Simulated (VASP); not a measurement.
Here is a VASP 6.6.1 calculation.

File INCAR:

```
PREC = Accurate ; ENCUT = 520
EDIFF = 1E-7 ; ISMEAR = 0
SIGMA = 0.05 ; LREAL = False
LASPH = True ; NELM = 100
ALGO = Normal ; ISIF = 2
LWAVE = False ; LCHARG = False
ISPIN = 2 ; MAGMOM = 0.5 0.5 0 0 0 0
LORBIT = 11 ; LMAXMIX = 4
LDAU = True ; LDAUTYPE = 2
LDAUL = 2 -1 ; LDAUU = 2 0
LDAUJ = 0 0 ; LDAUPRINT = 1
GGA = PS
```

Contents of KPOINTS:

```
regular mesh
0
Gamma
  6 6 5
```

The input POSCAR:

```
WS2
1.0
    1.5790001700      0.9116361700      6.1633291500
   -1.5790001700     -0.9116361700     12.3266583000
    0.0000000000     -3.6465446800     12.3266583000
W S
2 4
Direct
    0.0000000000      0.0000000000      0.0000000000
    0.0000000000      0.0000000000      0.5000000000
    0.7503000000      0.7503000000      0.0000000000
    0.5810000000      0.5810000000      0.0000000000
    0.7503000000      0.7503000000      0.5000000000
    0.5810000000      0.5810000000      0.5000000000
```

Potentials or basis: VASP PAW PBE potentials, release 64 (W_sv, S).

Run with:

```sh
$ cat potpaw_PBE.64/W_sv/POTCAR potpaw_PBE.64/S/POTCAR > POTCAR
$ mpirun -np 1 vasp_std > vasp.out
```

Q: What does it give for the net moment?

A: 0.00 μB per cell.

Q: What does it give for the band gap on the k mesh?

A: 0.99 eV.

Q: Predict the largest force.

A: 0.613 eV/Å.

Stress tensor (GPa, compression positive):
```
0.72 0.00 0.00
0.00 0.72 0.00
0.00 0.00 1.98
```

Caveat: the PAW data sets were made with another functional, which shifts forces and pressure a little; spin-orbit coupling is left out, which moves the levels of the heavy elements; an odd mesh through Γ misses points on the zone boundary, where band edges often lie. The state reached can hang on the start; a lower one may exist.
